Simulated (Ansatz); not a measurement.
# PbSe: the cost of one run

Code: Ansatz 0.2.0. PAW datasets, plane waves, zero pressure. Spin-unpolarised throughout; all numbers are computed.

## 1. The system as given

It is triclinic, P1 (No. 1); conventional cell a = 4.415 Å, b = 4.415 Å, c = 12.399 Å, α = 100.2°, β = 100.2°, γ = 90.1°, 58.48 Å³ an atom. Pb has 5 Se at 2.89–3.13 Å; Pb has 5 Se at 2.89–3.24 Å; Se has 5 Pb at 2.89–3.13 Å; Se has 5 Pb at 2.89–3.24 Å.

Coordinates:

```cif
data_structure
_symmetry_space_group_name_H-M 'P1'
_symmetry_Int_Tables_number 1
_cell_length_a 4.4149
_cell_length_b 4.4149
_cell_length_c 12.3993
_cell_angle_alpha 100.231
_cell_angle_beta 100.231
_cell_angle_gamma 90.134
_cell_volume 233.91
loop_
_atom_site_label
_atom_site_type_symbol
_atom_site_symmetry_multiplicity
_atom_site_Wyckoff_symbol
_atom_site_fract_x
_atom_site_fract_y
_atom_site_fract_z
_atom_site_occupancy
Pb1 Pb 1 a 0.18545 0.19981 0.38238 1
Pb2 Pb 1 a 0.80684 0.80730 0.61844 1
Se1 Se 1 a 0.68427 0.69989 0.37796 1
Se2 Se 1 a 0.28733 0.32315 0.62319 1
```

## 2. Relaxation with PBE-D3(BJ)

input.yaml

```yaml
crystal:
  lattice:
    - [4.4148899595, 0.0, 0.0]
    - [-0.0103110241, 4.4148779187, 0.0]
    - [-2.2022894677, -2.2074389593, 12.000799]
  atoms:
    - { symbol: Pb, position: [0.80019, 0.814546, 0.617624] }
    - { symbol: Pb, position: [0.192696, 0.19316, 0.381557] }
    - { symbol: Se, position: [0.300105, 0.315734, 0.622035] }
    - { symbol: Se, position: [0.676854, 0.712668, 0.376806] }
kpoints:
  mp_grid: { grid: [6, 6, 2] }
hamiltonian:
  xc: pbe
  dispersion: d3bj
scf:
  occupations: { method: fermi_dirac, width: 0.02 }
relax:
  f_tol: 0.005
  cell: {}
```

The run is started by

```
> ansatz run input.yaml --threads 2 --pin off --max-ram 2211MiB --backend cpu --events-out ev --progress --plain --runs-dir out
```

Q: Estimate wall time and peak memory on 2 threads of Arm Neoverse V2, shared host.

About 4.2 min, with a peak of 0.58 GiB.
